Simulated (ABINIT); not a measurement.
# MgB2 (P6/mmm) in ABINIT: settings compared

The runs below take MgB2 through single point, relaxation of cell and atoms, with PBEsol, PBE.

Program: ABINIT 10.8.3 (patched build). These are calculated values, not measurements. Logs are shortened: lines on timing, memory, paths and dates and some standing lists are left out, and cuts for length are marked. The log counts tension as positive stress, the text compression.

## (1) The crystal as given

The structure is hexagonal, space group P6/mmm (No. 191). The conventional cell has a = 3.085 Å, b = 3.085 Å, c = 3.523 Å, α = 90.00°, β = 90.00°, γ = 120.00°. Mg (site symmetry 6/mmm) has 12 B at 2.51 Å as nearest neighbours. B (site symmetry -6m2) has 3 B at 1.78 Å as nearest neighbours.

## (2) Single point, PBEsol

Contents of run.abi:

```
# Pseudopotentials
pp_dirpath "./"
pseudos "Mg.upf, B.upf"

# Structure
acell 5.8298050945 5.8298050945 6.6575051371
rprim
     1.0000000000     0.0000000000     0.0000000000
    -0.5000000000     0.8660254038     0.0000000000
     0.0000000000     0.0000000000     1.0000000000
ntypat 2
znucl 12 5
natom 3
typat 1 2 2
xred
     0.0000000000     0.0000000000     0.0000000000
     0.6666666667     0.3333333333     0.5000000000
     0.3333333333     0.6666666667     0.5000000000

# Plane-wave basis
ecut 42.0

# k points
kptopt 1
ngkpt 10 10 8
nshiftk 1
shiftk 0.0 0.0 0.0

# Exchange and correlation
ixc -116133

# Bands and occupations
nband 12
occopt 3
tsmear 0.05 eV

# SCF cycle
nstep 100
tolvrs 1.0e-10

# Output
iomode 3
prtwf 0
prtden 0
prteig 0
prtebands 0
```

Potentials or basis: PseudoDojo NC SR PBEsol v0.4.1 standard.

On the command line:

```bash
$ abinit run.abi > log 2>&1
```

run.abo:

```text
.Version 10.8.3 of ABINIT
 Symmetries : space group P6/m m m (#191); Bravais hP (primitive hexag.)
================================================================================
 Values of the parameters that define the memory need of the present run
     intxc =       0    ionmov =       0      iscf =       7    lmnmax =       4
     lnmax =       4     mgfft =      40  mpssoang =       2    mqgrid =    3001
     natom =       3  nloc_mem =       1    nspden =       1   nspinor =       1
    nsppol =       1      nsym =      24    n1xccc =    2501    ntypat =       2
    occopt =       3   xclevel =       2
       mpw =        2575          nfft =       51840          nkpt =          70
================================================================================
================================================================================

--------------------------------------------------------------------------------
------------- Echo of variables that govern the present computation ------------
--------------------------------------------------------------------------------
 -outvars: echo values of preprocessed input variables --------
            acell      5.8298050945E+00  5.8298050945E+00  6.6575051371E+00 Bohr
              amu      2.43050000E+01  1.08110000E+01
             ecut      4.20000000E+01 Hartree
                       outvar_i_n : Printing only first  50 k-points.
              ixc     -116133
                       outvar_i_n : Printing only first  50 k-points.
         kptrlatt       10    0    0      0   10    0      0    0    8
          kptrlen      5.32600411E+01
            natom           3
            nband          12
            ngfft          36      36      40
             nkpt          70
            nstep         100
             nsym          24
           ntypat           2
                       prtocc : prtvol=0, do not print more k-points.
           occopt           3
           prtden           0
        prtebands           0
           prteig           0
            prtwf           0
            rprim      1.0000000000E+00  0.0000000000E+00  0.0000000000E+00
                      -5.0000000000E-01  8.6602540380E-01  0.0000000000E+00
                       0.0000000000E+00  0.0000000000E+00  1.0000000000E+00
          spgroup         191
           tolvrs      1.00000000E-10
           tsmear      1.83746611E-03 Hartree
            typat      1  2  2
                       outvars : Printing only first  50 k-points.
           xangst      0.0000000000E+00  0.0000000000E+00  0.0000000000E+00
                       1.5424999990E+00  8.9056278964E-01  1.7614999988E+00
                      -7.9179545087E-18  1.7811255793E+00  1.7614999988E+00
            xcart      0.0000000000E+00  0.0000000000E+00  0.0000000000E+00
                       2.9149025472E+00  1.6829197703E+00  3.3287525686E+00
                      -1.4962765499E-17  3.3658395407E+00  3.3287525686E+00
             xred      0.0000000000E+00  0.0000000000E+00  0.0000000000E+00
                       6.6666666667E-01  3.3333333333E-01  5.0000000000E-01
                       3.3333333333E-01  6.6666666667E-01  5.0000000000E-01
            znucl       12.00000    5.00000

[... 106 lines left out ...]
       0.333333333333      0.666666666667      0.500000000000
 rms dE/dt=  0.0000E+00; max dE/dt=  0.0000E+00; dE/dt below (all hartree)
    1       0.000000000000      0.000000000000      0.000000000000
    2       0.000000000000      0.000000000000      0.000000000000
    3       0.000000000000      0.000000000000      0.000000000000

 cartesian coordinates (angstrom) at end:
    1      0.00000000000000     0.00000000000000     0.00000000000000
    2      1.54249999896135     0.89056278964134     1.76149999881646
    3     -0.00000000000000     1.78112557928268     1.76149999881646

 cartesian forces (hartree/bohr) at end:
    1     -0.00000000000000    -0.00000000000000    -0.00000000000000
    2     -0.00000000000000    -0.00000000000000    -0.00000000000000
    3     -0.00000000000000    -0.00000000000000    -0.00000000000000
 frms,max,avg= 0.0000000E+00 0.0000000E+00   0.000E+00  0.000E+00  0.000E+00 h/b

 cartesian forces (eV/Angstrom) at end:
    1     -0.00000000000000    -0.00000000000000    -0.00000000000000
    2     -0.00000000000000    -0.00000000000000    -0.00000000000000
    3     -0.00000000000000    -0.00000000000000    -0.00000000000000
 frms,max,avg= 0.0000000E+00 0.0000000E+00   0.000E+00  0.000E+00  0.000E+00 e/A
 length scales=  5.829805094500  5.829805094500  6.657505137100 bohr
              =  3.084999997923  3.084999997923  3.522999997633 angstroms
 Fermi (or HOMO) energy (hartree) =   0.25781   Average Vxc (hartree)=  -0.41189
 Eigenvalues (hartree) for nkpt=  70  k points:
 kpt#   1, nband= 12, wtk=  0.00125, kpt=  0.0000  0.0000  0.0000 (reduced coord)
  -2.49554   -1.28169   -1.28169   -1.28105   -0.20005    0.14784    0.27037    0.27037
   0.31573    0.48716    0.48716    0.55381
      occupation numbers for kpt#   1
   2.00000    2.00000    2.00000    2.00000    2.00000    2.00000    0.00214    0.00214
   0.00000    0.00000    0.00000    0.00000
 prteigrs : prtvol=0 or 1, do not print more k-points.

--- !EnergyTerms
iteration_state     : {dtset: 1, }
comment             : Components of total free energy in Hartree
kinetic             :  3.79969221142126E+01
hartree             :  2.03139400283987E+01
xc                  : -1.02700979948948E+01
Ewald energy        : -3.69279620083496E+01
psp_core            :  1.27258428944958E+00
local_psp           : -5.95311889248378E+01
non_local_psp       : -1.80470432482734E+01
internal            : -6.51928457442947E+01
'-kT*entropy'       : -2.34745518962810E-04
total_energy        : -6.51930804898137E+01
total_energy_eV     : -1.77399409377365E+03
band_energy         : -1.20772894107782E+01
...

 Cartesian components of stress tensor (hartree/bohr^3)
  sigma(1 1)=  8.70068616E-05  sigma(3 2)=  0.00000000E+00
  sigma(2 2)=  8.70068613E-05  sigma(3 1)=  0.00000000E+00
  sigma(3 3)=  9.64391693E-05  sigma(2 1)=  0.00000000E+00

-Cartesian components of stress tensor (GPa)         [Pressure= -2.6523E+00 GPa]
- sigma(1 1)=  2.55983025E+00  sigma(3 2)=  0.00000000E+00
- sigma(2 2)=  2.55983024E+00  sigma(3 1)=  0.00000000E+00
- sigma(3 3)=  2.83733832E+00  sigma(2 1)=  0.00000000E+00

== END DATASET(S) ==============================================================
================================================================================

 -outvars: echo values of variables after computation  --------
            acell      5.8298050945E+00  5.8298050945E+00  6.6575051371E+00 Bohr
           etotal     -6.5193080490E+01
            fcart     -0.0000000000E+00 -0.0000000000E+00 -0.0000000000E+00
                      -0.0000000000E+00 -0.0000000000E+00 -0.0000000000E+00
                      -0.0000000000E+00 -0.0000000000E+00 -0.0000000000E+00
            rprim      1.0000000000E+00  0.0000000000E+00  0.0000000000E+00
                      -5.0000000000E-01  8.6602540380E-01  0.0000000000E+00
                       0.0000000000E+00  0.0000000000E+00  1.0000000000E+00
           strten      8.7006861584E-05  8.7006861348E-05  9.6439169328E-05
                       0.0000000000E+00  0.0000000000E+00  0.0000000000E+00
           xangst      0.0000000000E+00  0.0000000000E+00  0.0000000000E+00
                       1.5424999990E+00  8.9056278964E-01  1.7614999988E+00
                      -7.9179545087E-18  1.7811255793E+00  1.7614999988E+00
             xred      0.0000000000E+00  0.0000000000E+00  0.0000000000E+00
                       6.6666666667E-01  3.3333333333E-01  5.0000000000E-01
                       3.3333333333E-01  6.6666666667E-01  5.0000000000E-01
 Calculation completed.
```

Wall time 29 s (1 thread of Intel Xeon 6975P-C (Granite Rapids), shared host); peak memory 0.1 GiB.

What came out:

```
Free energy                                           : -1773.9941 eV
Pressure                                              : -2.7 GPa
Band gap on the k mesh                                : none (metal or under the smearing width)
Valence electrons inside the program's atomic spheres : Mg 8.36; B 2.64
```

Stress tensor (GPa, compression positive):
```
-2.56  0.00  0.00
 0.00 -2.56  0.00
 0.00  0.00 -2.84
```

## (3) Single point, PBEsol

run.abi is that of step 2.

Potentials or basis: PseudoDojo NC SR PBEsol v0.4 stringent.

On the command line:

```bash
$ abinit run.abi > log 2>&1
```

Wall time 29 s (1 thread of Intel Xeon 6975P-C (Granite Rapids), shared host); peak memory 0.1 GiB.

It converged, with:

| Item | Value |
| --- | --- |
| Free energy | -1773.9941 eV |
| Pressure | -2.7 GPa |
| Band gap on the k mesh | none (metal or under the smearing width) |
| Valence electrons inside the program's atomic spheres | Mg 8.36; B 2.64 |

Stress tensor (GPa, compression positive):
```
-2.56  0.00  0.00
 0.00 -2.56  0.00
 0.00  0.00 -2.84
```

Levels at points of the mesh, in eV from the Fermi level:
```csv
k point,band 6,band 7,band 8,band 9,band 10,band 11
"(0.00, 0.00, 0.00)",-2.99,0.34,0.34,1.58,6.24,6.24
"(0.50, 0.00, 0.00)",-7.88,-2.21,0.17,3.01,3.81,5.23
"(0.00, 0.00, 0.50)",-7.51,0.72,0.72,6.60,6.60,7.88
"(0.50, 0.00, 0.50)",-6.96,-3.63,-1.91,-1.37,5.64,8.67
```

[end of part 1 of 2]
